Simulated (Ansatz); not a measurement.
**PbS under changes of volume**

One of the cells (26.686 Å³/atom); the others are scaled copies at fixed shape and fractional positions:

```
CELL_PARAMETERS angstrom
2.11266 1.21975 3.45192
-2.11266 1.21975 3.45192
0.00000 -2.43949 3.45192
ATOMIC_POSITIONS crystal
Pb 0.98057 0.98057 0.98057
S 0.47504 0.47504 0.47504
```

The cell is a database's computed one.

```yaml
Program: Ansatz 0.2.0
Functional: r2SCAN
Potentials_or_basis: Ansatz PAW
Cutoff: "500 eV (not typed: the program's choice for these potentials)"
k_mesh: 8 × 8 × 8
Occupations: fermi-dirac, width 0.05 eV
Spin: no spin polarisation
```

| volume (Å³/atom) | energy over the lowest point (meV/atom) | pressure (GPa) | gap on the mesh (eV) | largest force (eV/Å) |
| --- | --- | --- | --- | --- |
| 25.085 | ? | ? | ? | ? |
| 25.618 | 8.13 | 2.5 | 0.55 | 0.033 |
| 26.152 | 1.93 | 1.2 | 0.63 | 0.021 |
| 26.686 | 0.00 | 0.0 | 0.71 | 0.010 |
| 27.220 | 1.92 | -1.1 | 0.78 | 0.001 |
| 27.753 | 7.30 | -2.1 | 0.84 | 0.012 |
| 28.287 | 15.79 | -3.0 | 0.90 | 0.021 |

Task: What does the run at 25.085 Å³/atom give?

Result: Energy over the lowest point 19.08 meV/atom; pressure 4.0 GPa; gap on the mesh 0.46 eV; largest force 0.045 eV/Å.

Worked out: A Birch-Murnaghan fit of order 3 (a polynomial in V^(-2/3)) to the other rows has its minimum at 26.68 Å³/atom with B0 = V·E''(V) = 58 GPa and B' = 4.3 at fixed shape and positions, which overstates the stiffness. It gives 19.07 meV/atom at 25.085 Å³/atom, against the run's 19.08, and -dE/dV = 4.1 GPa, against 4.0. A straight line through the other rows of the gap, of slope 3.54 eV per unit of ln V (its deformation potential), extrapolates to 0.48 eV, against the run's 0.46.

Energies are extrapolated to zero smearing.

Caveats: spin-orbit coupling is left out, which as a rule narrows the gap of such compounds by several tenths of an eV; the PAW data sets come from PBE, with cores solved anew for the run's functional, which leaves a small shift of forces and pressure.

A mesh can miss the band edges.
